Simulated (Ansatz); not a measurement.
# Ti: the cost of one run

Program: Ansatz 0.2.0. Level of theory: DFT r2SCAN, scalar-relativistic, plane waves, PAW. These are calculated values, not measurements.

This is Ti in the bcc structure; at room conditions it is hcp.

3 further runs of the same task are left out: 3 set aside as unsound or not needed. Runs told in other sessions of the task aren't counted.

**1. The system as given**

Symmetry: Im-3m, No. 229, cubic system. Conventional cell: a = 3.252 Å, b = 3.252 Å, c = 3.252 Å, α = 90.00°, β = 90.00°, γ = 90.00°. Ti (site symmetry m-3m) has 8 Ti at 2.82 Å in its first shell of neighbours.

As a file:

```cif
data_structure
_symmetry_space_group_name_H-M 'P 1'
_symmetry_Int_Tables_number 1
_cell_length_a 3.2518
_cell_length_b 3.2518
_cell_length_c 3.2518
_cell_angle_alpha 90.000
_cell_angle_beta 90.000
_cell_angle_gamma 90.000
_cell_volume 34.38
loop_
_atom_site_label
_atom_site_type_symbol
_atom_site_fract_x
_atom_site_fract_y
_atom_site_fract_z
_atom_site_occupancy
Ti1 Ti 0.50000 0.50000 0.50000 1
Ti2 Ti 0.00000 0.00000 0.00000 1
```

It is built from the cell relaxed beforehand with the same method (17.19 Å³/atom).

**2. The undisturbed cell**

Contents of input.yaml:

```yaml
crystal:
  lattice:
    - [0.0, -3.2517897414, 0.0]
    - [-3.2517897414, 0.0, 0.0]
    - [0.0, 0.0, -3.2517897414]
  atoms:
    - { symbol: Ti, position: [0.5, 0.5, 0.5] }
    - { symbol: Ti, position: [0.0, 0.0, 0.0] }
basis:
  ecutwfc: 500
kpoints:
  mp_grid: { grid: [18, 18, 18] }
hamiltonian:
  xc: r2scan
scf:
  occupations: { method: gaussian, width: 0.15 }
output:
  forces: true
  stress: true
  eigenvalues: true
  write_density: true
  write_potential: true
  elf: true
  volumetric_format: npy
```

Launch:

```sh
$ ansatz run input.yaml --threads 2 --pin off --max-ram 5120MiB --backend cpu --events-out ev --progress --plain --runs-dir out
```

What time and memory should one allow on 2 threads of Intel Xeon Platinum 8488C (Sapphire Rapids), shared host?

About 8.1 s, with a peak of 0.51 GiB.
